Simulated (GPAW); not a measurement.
# Zr2N (P4_2/mnm) in GPAW: reference runs

Aim: a first look at Zr2N with PBEsol, on the cell as given.

Program: GPAW 26.7.0. These are calculated values, not measurements. Logs are shortened: lines on timing, memory, paths and dates and some standing lists are left out, and cuts for length are marked. The log counts tension as positive stress, the text compression.

**1. The crystal as given**

It takes space group P4_2/mnm (No. 136, tetragonal). Conventional cell: a = 5.413 Å, b = 5.413 Å, c = 3.308 Å, α = 90.00°, β = 90.00°, γ = 90.00°. Zr (site symmetry m2m) is surrounded by 3 N at 2.27 Å. N (site symmetry mmm) is surrounded by 6 Zr at 2.27 Å.

The cell comes from a database or a generator and needn't be the stable form of this composition.

**2. Single point, PBEsol**

File run.py:

```python
from ase import Atoms
from ase.dft.bandgap import bandgap
from ase.io import write
from ase.units import GPa
from gpaw import GPAW, PW, setup_paths

setup_paths.insert(0, '.')

atoms = Atoms(['Zr', 'Zr', 'Zr', 'Zr', 'N', 'N'],
              cell=[[5.41300273, 0.0, 0.0],
                    [0.0, 5.41300273, 0.0],
                    [0.0, 0.0, 3.30778919]],
              scaled_positions=[[0.20387454, 0.79612546, 0.5],
                                [0.79612546, 0.20387454, 0.5],
                                [0.70387454, 0.70387454, 0.0],
                                [0.29612546, 0.29612546, 0.0],
                                [0.5, 0.5, 0.5],
                                [0.0, 0.0, 0.0]],
              pbc=True)

calc = GPAW(mode=PW(800),
            xc='PBEsol',
            kpts={'size': (5, 5, 8), 'gamma': True},
            occupations={'name': 'fermi-dirac', 'width': 0.05},
            nbands=53,
            convergence={'density': 1e-05, 'energy': 1e-05},
            maxiter=150,
            txt='gpaw.txt')
atoms.calc = calc
energy = atoms.get_potential_energy()
forces = atoms.get_forces()
stress = atoms.get_stress()
calc.write('gs.gpw')
write('result.traj', atoms)
print(f'Energy: {energy:.6f} eV')
print('Forces (eV/A):')
print(forces.round(4))
print('Stress (GPa):', (stress / GPa).round(3))
print('Fermi level:', round(calc.get_fermi_level(), 4), 'eV')
print(f'Gap: {bandgap(calc)[0]:.4f} eV, direct: {bandgap(calc, direct=True)[0]:.4f} eV')
```

Potentials or basis: PAW data sets generated in the run's folder for this functional, pw.

Started as:

```sh
$ gpaw-setup -f PBEsol N Zr
$ OMP_NUM_THREADS=1 python run.py
```

gpaw.txt:

```text
__  _  _
 | _ |_)|_||  |
 |__||  | ||/\| - 26.7.0

Input parameters:
  mode=PW(ecut=800.0),
  convergence={'density': 1e-05, 'energy': 1e-05},
  kpts=MonkhorstPack(size=(5, 5, 8), gamma=True),
  maxiter=150,
  nbands=53,
  occupations=Occupations(name='fermi-dirac', width=0.05),
  xc=XC(name='PBEsol')

Diagonalizing LCAO Hamiltonian
Converting LCAO to pw mode
    .------------.
   /|            |
  / |            |
 *  | Zr N       |
 |  .-------Zr---.
 | /        Zr  /
 |/   Zr       /
 N------------*

Atoms  # Å, Bohr magnetons
|   | symbol |        x |        y |        z |    initial magnetic moments |
|---|--------|----------|----------|----------|-----------------------------|
| 0 |     Zr | 1.103573 | 4.309429 | 1.653895 | ( 0.0000,  0.0000,  0.0000) |
| 1 |     Zr | 4.309429 | 1.103573 | 1.653895 | ( 0.0000,  0.0000,  0.0000) |
| 2 |     Zr | 3.810075 | 3.810075 | 0.000000 | ( 0.0000,  0.0000,  0.0000) |
| 3 |     Zr | 1.602928 | 1.602928 | 0.000000 | ( 0.0000,  0.0000,  0.0000) |
| 4 |      N | 2.706501 | 2.706501 | 1.653895 | ( 0.0000,  0.0000,  0.0000) |
| 5 |      N | 0.000000 | 0.000000 | 0.000000 | ( 0.0000,  0.0000,  0.0000) |

Unit cell  # Å
| periodic |        x |        y |        z |  lengths |    angles |
|----------|----------|----------|----------|----------|-----------|
|      yes | 5.413003 | 0.000000 | 0.000000 | 5.413003 | 90.000000 |
|      yes | 0.000000 | 5.413003 | 0.000000 | 5.413003 | 90.000000 |
|      yes | 0.000000 | 0.000000 | 3.307789 | 3.307789 | 90.000000 |

Number of symmetries: 8
Symmetry operations  # r_c * U_cc + t_c -> r_c
|   | kind |            matrix            |
|---|------|------------------------------|
| 0 |  E   |  1, 0, 0,  0, 1, 0,  0, 0, 1 |
| 1 |  σ   |  1, 0, 0,  0, 1, 0,  0, 0,-1 |
| 2 |  σ   |  0, 1, 0,  1, 0, 0,  0, 0, 1 |
| 3 |  C2  |  0, 1, 0,  1, 0, 0,  0, 0,-1 |
| 4 |  σ   |  0,-1, 0, -1, 0, 0,  0, 0, 1 |
| 5 |  C2  |  0,-1, 0, -1, 0, 0,  0, 0,-1 |
| 6 |  C2  | -1, 0, 0,  0,-1, 0,  0, 0, 1 |
| 7 |  i   | -1, 0, 0,  0,-1, 0,  0, 0,-1 |

BZ-sampling:
  Number of BZ points: 200
  Number of IBZ points: 45

  Monkhorst-Pack size: [5, 5, 8]
  Monkhorst-Pack shift: [0.0, 0.0, 0.0625]

K-points  # in reciprocal-cell coordinates
|     |                                coordinates |     weight |
|-----|--------------------------------------------|------------|
|   0 | (  0.00000000,   0.00000000,   0.00000000) | 0.00500000 |
|   1 | (  0.00000000,   0.00000000,   0.12500000) | 0.01000000 |
|   2 | (  0.00000000,   0.00000000,   0.25000000) | 0.01000000 |
|   3 | (  0.00000000,   0.00000000,   0.37500000) | 0.01000000 |
|   4 | (  0.00000000,   0.00000000,   0.50000000) | 0.00500000 |
|   5 | (  0.20000000,  -0.20000000,   0.00000000) | 0.01000000 |
|   6 | (  0.20000000,  -0.20000000,   0.12500000) | 0.02000000 |
|   7 | (  0.20000000,  -0.20000000,   0.25000000) | 0.02000000 |
|   8 | (  0.20000000,  -0.20000000,   0.37500000) | 0.02000000 |
|   9 | (  0.20000000,  -0.20000000,   0.50000000) | 0.01000000 |
| ... |                                            |            |
|  44 | (  0.40000000,   0.40000000,   0.50000000) | 0.01000000 |

Plane wave coefficients: 5032
Cutoff: 800.0 eV

Spin-components: 1 (collinear spins)
Bands:           53
Projectors:      34
Spin-degeneracy: 2
Datatype:        complex128

Parallelization:
  kpt:    1
  domain: 1
  band:   1

Density:
  Valence electrons: 58.0
  Components: 1
  Grid points: [36 36 24]
  Charge: 0.0  # |e|

Potential:
  Grid points: [36 36 24]

species:
  Zr:
    name:    Zirconium
    Z:       40.0
    valence: 12
    core:    28
    charge:  0.0  # [|e|]
    compensation charges:
      type: gauss
      rc: 0.40  # [Å]
      lmax: 2
    cutoffs:
      filter: 2.39  # [Å]
      core: 1.59  # [Å]
    projectors
    | kind |    occ | energy [eV] | rcut [Å] |
    |------|--------|-------------|----------|
    |   4s |  2.000 |     -54.429 |    1.323 |
    |   5s |  2.000 |      -4.463 |    1.323 |
    |   4p |  6.000 |     -32.434 |    1.334 |
    |   5p |  0.000 |      -1.454 |    1.334 |
    |   4d |  2.000 |      -3.613 |    1.244 |
    |    d |        |      23.598 |    1.244 |

    Using partial waves for Zr as LCAO basis

  N:
    name:    Nitrogen
    Z:       7.0
    valence: 5
    core:    2
    charge:  0.0  # [|e|]
    compensation charges:
      type: gauss
      rc: 0.18  # [Å]
      lmax: 2
    cutoffs:
      filter: 1.11  # [Å]
      core: 0.96  # [Å]
    projectors
    | kind |    occ | energy [eV] | rcut [Å] |
    |------|--------|-------------|----------|
    |   2s |  2.000 |     -18.455 |    0.603 |
    |   2p |  3.000 |      -7.035 |    0.529 |
    |    s |        |       8.756 |    0.603 |
    |    p |        |      20.177 |    0.529 |
    |    d |        |       0.000 |    0.577 |

    Using partial waves for N as LCAO basis

Reference energy: -394303.343702  # eV

eigensolver:
  PPCG
  Converge bands: occupied
  niter=2

density mixing:
  MSR1-Mixer
  Pratt-step length: 0.05
  Maximum mixing coefficient: 0.75
  Old densities: 10
  SVD Regularization: 0.005
  Good broyden scale: 1.0
  Trust region scale: 1.0
  Backstep threshold: 4.0
  History deletion threshold: 6.0
  Fourier metric: weight=20.0, sigma=0.015

occupation numbers:
  Fermi-Dirac:
    width: 0.0500  # eV

poisson solver:
  ecut: 6400.0  # eV

xc functional:
  name: PBEsol with 2 nearest neighbor stencil

convergence criteria:
- Maximum integral of absolute [dens]ity change: 1e-05 electrons / valence electron
- Maximum [total energy] change in last 3 cyles: 1e-05 eV / valence electron
- Maximum integral of absolute [eigenst]ate change: 4e-08 eV^2 / valence electron
maximum number of iterations: 150

SCF iterations
|iter     | |      energy | eigst |  dens |
|---------|-|-------------|-------|-------|
|iter:   1| |  -61.282946 | +0.39 |       |
|iter:   2| |  -60.101863 | -0.99 | -1.07 |
|iter:   3| |  -57.611381 | -0.86 | -1.13 |
|iter:   4| |  -57.495640 | -1.68 | -1.67 |
|iter:   5| |  -57.495450 | -2.71 | -1.89 |
|iter:   6| |  -57.495265c| -3.42 | -2.46 |
|iter:   7| |  -57.495140c| -4.64 | -2.94 |
|iter:   8| |  -57.495140c| -5.95 | -3.98 |
|iter:   9| |  -57.495139c| -6.96 | -4.24 |
|iter:  10| |  -57.495139c| -8.03c| -4.63 |
|iter:  11| |  -57.495139c| -8.41c| -5.24c|

Converged in 11 steps
Energy contributions relative to reference atoms: (reference = -394303.343702)

Energy contributions:
  Kinetic:          26.508745
  Coulomb:         -33.682808
  Zero:              1.555867
  External:          0.000000
  Xc:              -51.862663
  Entropy:          -0.028560
  Spinorbit:         0.000000
  ----------------------------
  Free energy:     -57.509419
  Extrapolated:    -57.495139

dipole moment: (-13.448383, -13.448383, -32.369850)  # |e|*Ang

Fermi level: 10.214
Eigenvalues  # (at kpt = [0.000, 0.000, 0.000])
| band index |      eig [eV] | occ [0-2] |
|------------|---------------|-----------|
|          0 |       -38.390 |     2.000 |
|        ... |               |           |
|         18 |         4.387 |     2.000 |
|         19 |         4.387 |     2.000 |
|         20 |         5.103 |     2.000 |
|         21 |         6.141 |     2.000 |
|         22 |         6.141 |     2.000 |
|         23 |         6.438 |     2.000 |
[... 8 lines left out ...]
|         32 |        11.573 |     0.000 |
|         33 |        11.573 |     0.000 |
|        ... |               |           |
|         52 |        22.251 |     0.000 |

No gap
No difference between direct/indirect transitions

Forces  # eV/Ang
|        x |        y |       z |
|----------|----------|---------|
| -0.03699 |  0.03699 | 0.00000 |  # Zr   0
|  0.03699 | -0.03699 | 0.00000 |  # Zr   1
| -0.03680 | -0.03680 | 0.00000 |  # Zr   2
|  0.03680 |  0.03680 | 0.00000 |  # Zr   3
|  0.00000 |  0.00000 | 0.00000 |  # N    4
|  0.00000 |  0.00000 | 0.00000 |  # N    5

Stress tensor  # eV/Ang^3
|        x |        y |        z |
|----------|----------|----------|
| 0.036007 | 0.000001 | 0.000000 |
| 0.000001 | 0.036007 | 0.000000 |
| 0.000000 | 0.000000 | 0.038204 |

# Writing to gs.gpw (mode='')
```

It took 4.4 min on 1 thread of Intel Xeon at 2.70GHz, shared host; peak memory 0.44 GiB.

What came out:

- Free energy: -57.5094 eV
- Pressure: -5.9 GPa
- Largest force: 0.052 eV/Å
- Band gap on the k mesh: none (metal or under the smearing width)

Forces on the atoms (eV/Å):
```
Zr  -0.037  0.037  0.000
Zr   0.037 -0.037  0.000
Zr  -0.037 -0.037  0.000
Zr   0.037  0.037  0.000
N    0.000  0.000  0.000
N    0.000  0.000  0.000
```
